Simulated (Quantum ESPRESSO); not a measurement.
**AlN: changing the dispersion correction**

The cell as given:

The structure is cubic, space group F-43m (No. 216). The conventional cell has a = 4.368 Å, b = 4.368 Å, c = 4.368 Å, α = 90.00°, β = 90.00°, γ = 90.00°. Around Al (site symmetry -43m) lie 4 N at 1.89 Å. N (site symmetry -43m) is surrounded by 4 Al at 1.89 Å.

Measurements of this composition are mostly on another form, of space group No. 186.

Kept alike: task relaxation of cell and atoms; functional PBE; k mesh 10 × 10 × 10; occupations fermi-dirac, width 0.05 eV; no spin polarisation. Program: Quantum ESPRESSO, PseudoDojo 0.4.1 SR PBE standard, cutoff 1143 eV. The mesh is that of the run's cell of 2 atoms. No spin-orbit coupling.

```csv
dispersion correction,band gap (eV),volume (Å³/atom)
D2,3.320,10.511
D3(zero),3.319,10.528
D3(BJ),3.323,10.456
D3M(BJ),3.338,10.155
D4,3.325,-
none,3.313,10.648
rVV10,3.216,10.582
```

Gaps hold for each row's own relaxed cell. The relaxations keep at least the cell's symmetry (F-43m). Relaxations stop with a little pressure left, so the last digits of a volume or edge aren't settled. A dash stands where a model potential gives no energy or stress, or where a value looked faulty or was in doubt. A gap read on the mesh alone can miss an edge between its points.

What does the dispersion correction change here?

The band gap runs from 3.216 (rVV10) to 3.338 eV (D3M(BJ)). The volume runs from 10.155 (D3M(BJ)) to 10.648 Å³/atom (none). Against no correction: D2 -1.3 %; D3(zero) -1.1 %; D3(BJ) -1.8 %; D3M(BJ) -4.6 %; rVV10 -0.6 %. Dispersion terms mostly attract and so lower the volume; the schemes' coefficients and damping set how far.
